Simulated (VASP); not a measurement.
# SnO (Cmc2_1) in VASP: a series of runs

The runs below take SnO through single point, with PBEsol.

Everything below comes from runs of VASP 6.6.1. Logs are shortened: lines on timing, memory, paths and dates and some standing lists are left out, and cuts for length are marked.

## (1) The structure

Symmetry: Cmc2_1, No. 36, orthorhombic system. Conventional cell: a = 5.000 Å, b = 5.720 Å, c = 11.120 Å, α = 90.00°, β = 90.00°, γ = 90.00°. Sn (site symmetry m) has 2 O at 1.99 Å as nearest neighbours. Around Sn (site symmetry m) lie 2 O at 2.15 Å. Around O (site symmetry 1) lie 1 O at 1.80 Å and 1 Sn at 1.99 Å.

## (2) Single point, PBEsol

INCAR

```
SYSTEM = SnO
ADDGRID = .FALSE. ; ALGO = Normal
EDIFF = 1E-7 ; ENCUT = 700
GGA = PS ; ISIF = 2
ISMEAR = 0 ; LASPH = .TRUE.
LCHARG = .FALSE. ; LREAL = .FALSE.
LWAVE = .FALSE. ; NELM = 100
PREC = Accurate ; SIGMA = 0.05
```

KPOINTS

```
k-points
0
G
  4 4 2
  0 0 0
```

POSCAR

```
SnO
1.0
    2.5000000000     -2.8600000000      0.0000000000
    2.5000000000      2.8600000000      0.0000000000
    0.0000000000      0.0000000000     11.1200000000
Sn O
4 4
Direct
    0.5590000000      0.4410000000      0.2460000000
    0.4410000000      0.5590000000      0.7460000000
    0.0000000000      0.0000000000      0.5000000000
    0.0000000000      0.0000000000      0.0000000000
    0.9300000000      0.4300000000      0.1200000000
    0.0700000000      0.5700000000      0.6200000000
    0.5700000000      0.0700000000      0.1200000000
    0.4300000000      0.9300000000      0.6200000000
```

Potentials or basis: VASP PAW PBE potentials, release 64 (Sn_d, O).

Run with:

```sh
$ cat potpaw_PBE.64/Sn_d/POTCAR potpaw_PBE.64/O/POTCAR > POTCAR
$ mpirun -np 1 vasp_std > vasp.out
```

OUTCAR:

```text
SYSTEM = SnO
   EDIFF = 1E-7
   ENCUT = 700
   GGA = PS
   ISIF = 2
   ISMEAR = 0
   LASPH = .TRUE.
   LREAL = .FALSE.
   NELM = 100
   PREC = Accurate

 Found     14 irreducible k-points:

 Following reciprocal coordinates:
            Coordinates               Weight
  0.000000  0.000000  0.000000      1.000000
  0.250000  0.000000  0.000000      4.000000
  0.500000  0.000000  0.000000      2.000000
  0.250000  0.250000  0.000000      2.000000
  0.500000  0.250000  0.000000      4.000000
 -0.250000  0.250000  0.000000      2.000000
   k-points           NKPTS =     14   k-points in BZ     NKDIM =     14   number of bands    NBANDS=     48
   number of dos      NEDOS =    301   number of ions     NIONS =      8
   total plane-waves  NPLWV = 124416
   dimension x,y,z NGX =    36 NGY =   36 NGZ =   96
   dimension x,y,z NGXF=    72 NGYF=   72 NGZF=  192
   ions per type =               4   4
   NGX,Y,Z   is equivalent  to a cutoff of  15.76, 15.76, 14.35 a.u.
   NGXF,Y,Z  is equivalent  to a cutoff of  31.51, 31.51, 28.70 a.u.
 SYSTEM =  SnO
   PREC   = accura    normal or accurate (medium, high low for compatibility)
   ISTART =      0    job   : 0-new  1-cont  2-samecut
   ICHARG =      2    charge: 1-file 2-atom 10-const
   ISPIN  =      1    spin polarized calculation?
   LNONCOLLINEAR =      F non collinear calculations
   LSORBIT =      F    spin-orbit coupling
   LASPH  =      T    aspherical Exc in radial PAW
   ENCUT  =  700.0 eV  51.45 Ry    7.17 a.u.   8.19  8.19 23.99*2*pi/ulx,y,z
   NELM   =    100;   NELMIN=  2; NELMDL= -5     # of ELM steps
   EDIFF  = 0.1E-06   stopping-criterion for ELM
   LREAL  =      F    real-space projection
   EDIFFG = 0.1E-05   stopping-criterion for IOM
   NSW    =      0    number of steps for IOM
   IBRION =     -1    ionic relax: 0-MD 1-quasi-New 2-CG
   NFREE  =      0    steps in history (QN), initial steepest desc. (CG)
   ISIF   =      2    stress and relaxation
   ISYM   =      2    0-nonsym 1-usesym 2-fastsym
   POTIM  = 0.5000    time-step for ionic-motion
   TEBEG  =    0.0;   TEEND  =   0.0 temperature during run
   PSTRESS=    0.0 pullay stress
   NELECT =      80.0000    total number of electrons
   NUPDOWN=      -1.0000    fix difference up-down
   EMIN   =  10.00;   EMAX   =-10.00  energy-range for DOS
   EFERMI =   0.00;   METHOD = LEGACY
   ISMEAR =     0;   SIGMA  =   0.05  broadening in eV -4-tet -1-fermi 0-gaus
   EFERMI_NEDOS =   21; number of points for ismear=-14 and -15
   IALGO  =     38    algorithm
   IMIX   =      4    mixing-type and parameters
     AMIX     =   0.40;   BMIX     =  1.00
     AMIX_MAG =   1.60;   BMIX_MAG =  1.00
  volume/ion in A,a.u.               =      19.88       134.14
  Fermi-wavevector in a.u.,A,eV,Ry     =   1.302041  2.460500 23.066092  1.695310
  Thomas-Fermi vector in A             =   2.433135
   LORBIT       =      0    0 simple, 1 ext, 2 COOP (PROOUT), +10 PAW based schemes
   GGA     = PS    functional components
   LHFCALC =     F    Hartree Fock is set to
   AEXX    =    0.0000 exact exchange contribution
   IVDW    =     0    specifies the selected vdW correction
   LEPSILON=     F    determine dielectric tensor
   LRPA    =     F    only Hartree local field effects (RPA)
 non-spin polarized calculation
 Gauss-broadening in eV      SIGMA  =   0.05
  energy-cutoff  :      700.00
  volume of cell :      159.02
 maximum number of plane-waves:      6732
 NGX is ok and might be reduce to    36
   NGX = 17   NGY = 17   NGZ = 47

 number of electron      79.9999987 magnetization

 Free energy of the ion-electron system (eV)
  ---------------------------------------------------
  ext. energy  EPLUGINS =         0.00000000
  ---------------------------------------------------
  free energy    TOTEN  =       -40.83220876 eV

  energy without entropy =      -40.82596285  energy(sigma->0) =      -40.82908581

 E-fermi :   6.2222     XC(G=0):  -9.8451

 val. band max:        6.2087869481   @ k =  -0.2500   0.2500   0.5000
 cond. band min:       6.2319589994   @ k =  -0.2500   0.2500   0.0000
 fundamental gap:      0.0231720514
 Fermi energy:         6.2222304292

 k-point     1 :       0.0000    0.0000    0.0000
  band No.  band energies     occupation
      1     -16.5216      2.00000
      2     -16.5180      2.00000
      3     -16.0863      2.00000
      4     -16.0807      2.00000
      5     -15.8864      2.00000
      6     -15.8804      2.00000
[... 40 lines left out ...]
     47      10.3823      0.00000
     48      10.5464      0.00000

 k-point     2 :       0.2500    0.0000    0.0000
  band No.  band energies     occupation
      1     -16.5611      2.00000
      2     -16.5559      2.00000
      3     -16.0641      2.00000
      4     -16.0575      2.00000
      5     -15.8749      2.00000
      6     -15.8732      2.00000
[... 40 lines left out ...]
     47       9.6951      0.00000
     48      10.3505      0.00000

 k-point     3 :       0.5000    0.0000    0.0000
  band No.  band energies     occupation
      1     -16.5950      2.00000
      2     -16.5903      2.00000
      3     -16.0498      2.00000
      4     -16.0481      2.00000
      5     -15.8698      2.00000
      6     -15.8690      2.00000
[... 40 lines left out ...]
     47      10.2399      0.00000
     48      10.6130      0.00000

 k-point     4 :       0.2500    0.2500    0.0000
  band No.  band energies     occupation
      1     -16.5957      2.00000
      2     -16.5900      2.00000
      3     -16.0403      2.00000
      4     -16.0388      2.00000
      5     -15.8686      2.00000
      6     -15.8668      2.00000
[... 40 lines left out ...]
     47       9.4832      0.00000
     48      10.2828      0.00000

 k-point     5 :       0.5000    0.2500    0.0000
  band No.  band energies     occupation
      1     -16.6235      2.00000
      2     -16.6175      2.00000
      3     -16.0581      2.00000
      4     -16.0450      2.00000
      5     -15.8730      2.00000
      6     -15.8707      2.00000
[... 40 lines left out ...]
     47       9.6761      0.00000
     48       9.9586      0.00000

 k-point     6 :      -0.2500    0.2500    0.0000
  band No.  band energies     occupation
      1     -16.5918      2.00000
      2     -16.5854      2.00000
      3     -16.0691      2.00000
      4     -16.0557      2.00000
      5     -15.8677      2.00000
      6     -15.8661      2.00000
[... 40 lines left out ...]
     47       9.7270      0.00000
     48       9.8733      0.00000

 [... further k-points ...]

------------------------ aborting loop because EDIFF is reached ----------------------------------------

  FORCE on cell =-STRESS in cart. coord.  units (eV):
  Direction    XX          YY          ZZ          XY          YZ          ZX
  --------------------------------------------------------------------------------------
  -------------------------------------------------------------------------------------
  Total       26.6333674     -3.1766252     -3.8908506      0.0000000      0.0000000      0.0000000
  in kB      268.3464395    -32.0063196    -39.2025495      0.0000000      0.0000000      0.0000000
  external PRESSURE =      65.7125235 kB  Pullay stress =       0.0000000 kB

 VOLUME and BASIS-vectors are now :
 -----------------------------------------------------------------------------
  energy-cutoff  :      700.00
  volume of cell :      159.02
      direct lattice vectors                 reciprocal lattice vectors
     2.500000000 -2.860000000  0.000000000     0.200000000 -0.174825175  0.000000000
     2.500000000  2.860000000  0.000000000     0.200000000  0.174825175  0.000000000
     0.000000000  0.000000000 11.120000000     0.000000000  0.000000000  0.089928058

 POSITION                                       TOTAL-FORCE (eV/Angst)
 -----------------------------------------------------------------------------------
      2.50000     -0.33748      2.73552         0.000000      2.077306      0.842844
      2.50000      0.33748      8.29552         0.000000     -2.077306      0.842844
      0.00000      0.00000      5.56000         0.000000      0.814051      1.292292
      0.00000      0.00000      0.00000         0.000000     -0.814051      1.292292
      3.40000     -1.43000      1.33440         8.464773     -0.566020     -1.067568
      1.60000      1.43000      6.89440        -8.464773      0.566020     -1.067568
      1.60000     -1.43000      1.33440        -8.464773     -0.566020     -1.067568
      3.40000      1.43000      6.89440         8.464773      0.566020     -1.067568
 -----------------------------------------------------------------------------------
    total drift:                                0.000000      0.000000      0.000745

  FREE ENERGIE OF THE ION-ELECTRON SYSTEM (eV)
  ---------------------------------------------------
  free  energy   TOTEN  =       -40.8322087635 eV

  energy  without entropy=      -40.8259628490  energy(sigma->0) =      -40.82908581
```

Run time: 2.1 min. Hardware: 1 thread of AMD EPYC 9R45 (Zen 5), shared host; peak memory 0.37 GiB.

These settings aren't checked as converged: the numbers below hold their error.

Results:

| Property | Result |
| --- | --- |
| Free energy | -40.8322 eV |
| Pressure | 6.6 GPa |
| Largest force | 8.551 eV/Å |
| Band gap on the k mesh | none (metal or under the smearing width) |

Caveat: the k mesh is coarse (spacing up to 0.42 Å⁻¹), so the values aren't converged; the PAW data sets were made with another functional, which shifts forces and pressure a little.

## (3) Single point, PBEsol

INCAR

```
SYSTEM = SnO
ADDGRID = .FALSE. ; ALGO = Normal
EDIFF = 1E-7 ; ENCUT = 450
GGA = PS ; ISIF = 2
ISMEAR = 0 ; LASPH = .TRUE.
LCHARG = .FALSE. ; LREAL = .FALSE.
LWAVE = .FALSE. ; NELM = 100
PREC = Accurate ; SIGMA = 0.5
```

KPOINTS

```
k-points
0
G
  6 6 2
  0 0 0
```

POSCAR is that of step 2.

Potentials or basis: VASP PAW PBE potentials, release 64 (Sn_d, O).

Run with:

```sh
$ cat potpaw_PBE.64/Sn_d/POTCAR potpaw_PBE.64/O/POTCAR > POTCAR
$ mpirun -np 1 vasp_std > vasp.out
```

Wall time 2 min (1 thread of AMD EPYC 9R45 (Zen 5), shared host); peak memory 0.26 GiB.

The run converged, but some of its settings lie outside the range that counts as converged, so its numbers aren't taken as properties of the crystal.

What came out:

| Quantity | Value |
| --- | --- |
| Free energy | -40.9399 eV |
| Largest force | 8.232 eV/Å |
| Band gap on the k mesh | none (metal or under the smearing width) |

Caveat: the cutoff is under 1.25 times the usual one of these potentials, so pressure, stress and relaxed cells hold a basis-set (Pulay) error; the PAW data sets were made with another functional, which shifts forces and pressure a little.

## (4) Single point, PBEsol

Changes to INCAR since step 3:

```diff
@@ -7,2 +7,2 @@
 LWAVE = .FALSE. ; NELM = 100
-PREC = Accurate ; SIGMA = 0.5
+PREC = Accurate ; SIGMA = 0.1
```

KPOINTS is that of step 3.

POSCAR is that of step 3.

Potentials or basis: VASP PAW PBE potentials, release 64 (Sn_d, O).

Run with:

```sh
$ cat potpaw_PBE.64/Sn_d/POTCAR potpaw_PBE.64/O/POTCAR > POTCAR
$ mpirun -np 1 vasp_std > vasp.out
```

OUTCAR:

```text
SYSTEM = SnO
   EDIFF = 1E-7
   ENCUT = 450
   GGA = PS
   ISIF = 2
   ISMEAR = 0
   LASPH = .TRUE.
   LREAL = .FALSE.
   NELM = 100
   PREC = Accurate

 Found     26 irreducible k-points:

 Following reciprocal coordinates:
            Coordinates               Weight
  0.000000  0.000000  0.000000      1.000000
  0.166667  0.000000  0.000000      4.000000
  0.333333 -0.000000  0.000000      4.000000
  0.500000 -0.000000  0.000000      2.000000
  0.166667  0.166667  0.000000      2.000000
  0.333333  0.166667  0.000000      4.000000
   k-points           NKPTS =     26   k-points in BZ     NKDIM =     26   number of bands    NBANDS=     48
   number of dos      NEDOS =    301   number of ions     NIONS =      8
   total plane-waves  NPLWV =  62720
   dimension x,y,z NGX =    28 NGY =   28 NGZ =   80
   dimension x,y,z NGXF=    56 NGYF=   56 NGZF=  160
   ions per type =               4   4
   NGX,Y,Z   is equivalent  to a cutoff of  12.25, 12.25, 11.96 a.u.
   NGXF,Y,Z  is equivalent  to a cutoff of  24.51, 24.51, 23.92 a.u.
 SYSTEM =  SnO
   PREC   = accura    normal or accurate (medium, high low for compatibility)
   ISTART =      0    job   : 0-new  1-cont  2-samecut
   ICHARG =      2    charge: 1-file 2-atom 10-const
   ISPIN  =      1    spin polarized calculation?
[... 65 lines left out ...]
      2     -16.5228      2.00000
      3     -16.0825      2.00000
      4     -16.0771      2.00000
      5     -15.8813      2.00000
      6     -15.8754      2.00000
[... 295 lines left out ...]
     47       9.6027      0.00000
     48      10.3633      0.00000

 [... further k-points ...]

------------------------ aborting loop because EDIFF is reached ----------------------------------------

  FORCE on cell =-STRESS in cart. coord.  units (eV):
  Direction    XX          YY          ZZ          XY          YZ          ZX
  --------------------------------------------------------------------------------------
  -------------------------------------------------------------------------------------
  Total       25.7460448     -3.4010383     -4.1508359      0.0000000      0.0000000      0.0000000
  in kB      259.4061566    -34.2674097    -41.8220509      0.0000000      0.0000000      0.0000000
  external PRESSURE =      61.1055653 kB  Pullay stress =       0.0000000 kB

 VOLUME and BASIS-vectors are now :
 -----------------------------------------------------------------------------
  energy-cutoff  :      450.00
  volume of cell :      159.02
      direct lattice vectors                 reciprocal lattice vectors
     2.500000000 -2.860000000  0.000000000     0.200000000 -0.174825175  0.000000000
     2.500000000  2.860000000  0.000000000     0.200000000  0.174825175  0.000000000
     0.000000000  0.000000000 11.120000000     0.000000000  0.000000000  0.089928058

 POSITION                                       TOTAL-FORCE (eV/Angst)
 -----------------------------------------------------------------------------------
      2.50000     -0.33748      2.73552         0.000000      2.077486      0.896544
      2.50000      0.33748      8.29552         0.000000     -2.077486      0.896544
      0.00000      0.00000      5.56000         0.000000      0.842208      1.241102
      0.00000      0.00000      0.00000         0.000000     -0.842208      1.241102
      3.40000     -1.43000      1.33440         8.399597     -0.569778     -1.068823
      1.60000      1.43000      6.89440        -8.399597      0.569778     -1.068823
      1.60000     -1.43000      1.33440        -8.399597     -0.569778     -1.068823
      3.40000      1.43000      6.89440         8.399597      0.569778     -1.068823
 -----------------------------------------------------------------------------------
    total drift:                                0.000000      0.000000     -0.000065

  FREE ENERGIE OF THE ION-ELECTRON SYSTEM (eV)
  ---------------------------------------------------
  free  energy   TOTEN  =       -40.7915758343 eV

  energy  without entropy=      -40.7716685563  energy(sigma->0) =      -40.78162220
```

stdout:

```text
POSCAR found type information on POSCAR SnO
 POSCAR found :  2 types and       8 ions
 scaLAPACK will be used
 -----------------------------------------------------------------------------
|                                                                             |
|                                                                             |
|     You enforced a specific xc type in the INCAR file but a different       |
|     I HOPE YOU KNOW WHAT YOU ARE DOING!                                     |
|                                                                             |
 -----------------------------------------------------------------------------

 LDA part: xc-table for (Slater+PW92), standard interpolation
 POSCAR, INCAR and KPOINTS ok, starting setup
 FFT: planning ... GRIDC
 FFT: planning ... GRID_SOFT
 FFT: planning ... GRID
 WAVECAR not read
 entering main loop
```

Run time: 2.1 min. Hardware: 1 thread of AMD EPYC 9R45 (Zen 5), shared host; peak memory 0.26 GiB.

The run converged, but some of its settings lie outside the range that counts as converged, so its numbers aren't taken as properties of the crystal.

Results:

```
Free energy            : -40.7916 eV
Largest force          : 8.486 eV/Å
Band gap on the k mesh : none (metal or under the smearing width)
```

Caveat: the cutoff is under 1.25 times the usual one of these potentials, so pressure, stress and relaxed cells hold a basis-set (Pulay) error; the PAW data sets were made with another functional, which shifts forces and pressure a little.

## (5) Single point, PBEsol

Changes to INCAR since step 4:

```diff
@@ -7,2 +7,2 @@
 LWAVE = .FALSE. ; NELM = 100
-PREC = Accurate ; SIGMA = 0.1
+PREC = Low ; SIGMA = 0.05
```

KPOINTS is that of step 4.

POSCAR is that of step 4.

Run with:

```sh
$ cat potpaw_PBE.64/Sn_d/POTCAR potpaw_PBE.64/O/POTCAR > POTCAR
$ mpirun -np 1 vasp_std > vasp.out
```

Run time: 72 s. Hardware: 1 thread of AMD EPYC 9R45 (Zen 5), shared host; peak memory 0.18 GiB.

These settings aren't checked as converged: the numbers below hold their error.

Results:

| Property | Result |
| --- | --- |
| Free energy | -40.7885 eV |
| Largest force | 8.505 eV/Å |
| Band gap on the k mesh | none (metal or under the smearing width) |

Caveat: the cutoff is under 1.25 times the usual one of these potentials, so pressure, stress and relaxed cells hold a basis-set (Pulay) error; the PAW data sets were made with another functional, which shifts forces and pressure a little.
